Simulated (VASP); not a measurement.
**VASP 6.6.1 run: C**

INCAR

```
NBANDS = 11
ISMEAR = -5
LCHARG = .FALSE.
ENCUT = 520
LASPH = .TRUE.
NELM = 120
NSW = 0
ISIF = 2
GGA = PE
LREAL = .FALSE.
EDIFF = 1E-7
ALGO = Conjugate
PREC = Accurate
IBRION = -1
SIGMA = 0.5
LWAVE = .FALSE.
```

KPOINTS

```
KPOINTS created by Atomic Simulation Environment
0
Gamma
12 12 12
0 0 0
```

POSCAR

```
C
 1.0000000000000000
     0.0000000000000000    1.7267204183000000    1.7920512418000001
     1.7267204183000000    0.0000000000000000    1.7920512418000001
     1.7267204183000000    1.7267204183000000    0.0000000000000000
 C
   2
Cartesian
  0.0000000000000000  0.0000000000000000  0.0000000000000000
  0.8633602091499999  0.8633602091499999  0.8960256208999998
```

The recommended PBE PAW datasets give the neutral cell 8 valence electrons.

Command

```
mpirun -np 1 vasp_std
```

OSZICAR

```
N       E                     dE             d eps       ncg     rms           ort
DAV:   1     0.149582513257E+01    0.14958E+01   -0.54505E+03  1793   0.774E+02
DAV:   2    -0.184659746928E+02   -0.19962E+02   -0.19420E+02  1793   0.128E+02
DAV:   3    -0.188430774506E+02   -0.37710E+00   -0.37616E+00  1793   0.136E+01
DAV:   4    -0.188436298609E+02   -0.55241E-03   -0.55240E-03  1793   0.649E-01
DAV:   5    -0.188436304327E+02   -0.57181E-06   -0.57179E-06  1793   0.197E-02
SDA:   6    -0.178589561438E+02    0.98467E+00   -0.57179E-06  1793   0.437E+00   0.000E+00
CGA:   7    -0.180650916669E+02   -0.20614E+00   -0.20676E+00  1793   0.286E-01  -0.234E-02
CGA:   8    -0.180836371973E+02   -0.18546E-01   -0.18639E-01  1793   0.277E-02  -0.255E-03
CGA:   9    -0.180851664709E+02   -0.15293E-02   -0.15264E-02  1793   0.112E-03   0.990E-05
CGA:  10    -0.180852230950E+02   -0.56624E-04   -0.55829E-04  1793   0.305E-05   0.400E-05
CGA:  11    -0.180852245225E+02   -0.14275E-05   -0.13759E-05  1793   0.146E-06   0.442E-06
SDA:  12    -0.180852245753E+02   -0.52759E-07   -0.53405E-07  1793   0.292E-07   0.639E-07
   1 F= -.18085225E+02 E0= -.18085225E+02  d E =0.000000E+00
```

From OUTCAR

```
k-points           NKPTS =    163   k-points in BZ     NKDIM =    163   number of bands    NBANDS=     11

   NELECT =       8.0000    total number of electrons

   dimension x,y,z NGX =    20 NGY =   20 NGZ =   18
   dimension x,y,z NGXF=    40 NGYF=   40 NGZF=   36

  energy-cutoff  :      520.00
  volume of cell :       10.69
      direct lattice vectors                 reciprocal lattice vectors
     0.000000000  1.726720418  1.792051242    -0.289566275  0.289566275  0.279009879
     1.726720418  0.000000000  1.792051242     0.289566275 -0.289566275  0.279009879
     1.726720418  1.726720418  0.000000000     0.289566275  0.289566275 -0.279009879

 k-points in reciprocal lattice and weights: KPOINTS created by Atomic Simulation Env
   0.00000000  0.00000000  0.00000000       0.001
   0.08333333 -0.00000000  0.00000000       0.005
   0.16666667 -0.00000000  0.00000000       0.005
   0.25000000 -0.00000000  0.00000000       0.005
   0.33333333  0.00000000  0.00000000       0.005
   0.41666667 -0.00000000  0.00000000       0.005
   0.50000000 -0.00000000  0.00000000       0.002
   0.08333333  0.08333333  0.00000000       0.001
   ...

 E-fermi :  10.8259

 k-point     1 :       0.0000    0.0000    0.0000
  band No.  band energies     occupation
      1     -11.6816      2.00000
      2      10.2095      2.00000
      3      10.8184      2.00000
      4      10.8184      2.00000
      5      16.2267      0.00000
      6      16.2267      0.00000
      7      16.6994      0.00000
      8      25.3169      0.00000
      9      30.7076      0.00000
     10      36.6245      0.00000
     11      37.4915      0.00000

 k-point     2 :       0.0833   -0.0000    0.0000
  band No.  band energies     occupation
      1     -11.4811      2.00000
      2       9.2576      2.00000
      3      10.1321      2.00000
      4      10.4838      2.00000
      5      16.6887      0.00000
      6      16.7735      0.00000
      7      17.3720      0.00000
      8      25.4365      0.00000
      9      31.0333      0.00000
     10      34.6112      0.00000
     11      36.3367      0.00000

 k-point     3 :       0.1667   -0.0000    0.0000
  band No.  band energies     occupation
      1     -10.8820      2.00000
      2       6.6819      2.00000
      3       9.2971      2.00000
      4       9.7711      2.00000
      5      17.6759      0.00000
      6      17.6990      0.00000
      7      18.6243      0.00000
      8      25.7730      0.00000
      9      31.6813      0.00000
     10      33.2531      0.00000
     11      34.4805      0.00000

 k-point     4 :       0.2500   -0.0000    0.0000
  band No.  band energies     occupation
      1      -9.8918      2.00000
      2       3.7378      2.00000
      3       8.4851      2.00000
      4       9.0506      2.00000
      5      18.3922      0.00000
      6      18.6685      0.00000
      7      19.6236      0.00000
      8      26.2311      0.00000
      9      32.0095      0.00000
     10      33.2873      0.00000
     11      33.8420      0.00000

 k-point     5 :       0.3333    0.0000    0.0000
  band No.  band energies     occupation
      1      -8.5296      2.00000
      2       0.8410      2.00000
      3       7.8411      2.00000
      4       8.4874      2.00000
      5      18.7258      0.00000
      6      19.2519      0.00000
      7      20.2399      0.00000
      8      26.6294      0.00000
      9      32.3289      0.00000
     10      34.4713      0.00000
     11      34.5315      0.00000

 ...

  Total        2.9828197      2.9828197      0.4358353      0.0000000     -0.0000000      0.0000000
  in kB      447.2116519    447.2116519     65.3444212      0.0000000     -0.0000000      0.0000000
  external PRESSURE =     319.9225750 kB  Pullay stress =       0.0000000 kB

 POSITION                                       TOTAL-FORCE (eV/Angst)
 -----------------------------------------------------------------------------------
      0.00000      0.00000      0.00000         0.000000      0.000000      0.000000
      0.86336      0.86336      0.89603         0.000000      0.000000     -0.000000
 -----------------------------------------------------------------------------------
    total drift:                                0.000000      0.000000      0.000000

  FREE ENERGIE OF THE ION-ELECTRON SYSTEM (eV)
  ---------------------------------------------------
  free  energy   TOTEN  =       -18.0852245753 eV

  energy  without entropy=      -18.0852245753  energy(sigma->0) =      -18.08522458
```

It converged. Results: gap between bands v and c on the k mesh 3.80 eV; least direct gap on the k mesh 5.41 eV; pressure 32.0 GPa. Band v is the last that the valence electrons fill when counted band by band, and c is the next.

For comparison, a separate PBE run of the intended cell, on usual settings and not on those above, gives a gap of 3.80 eV on its mesh and a pressure of 32.0 GPa.

The run above took about 14 s on one core of a shared host (Intel Xeon Platinum 8488C) and held 0.14 GiB at most.
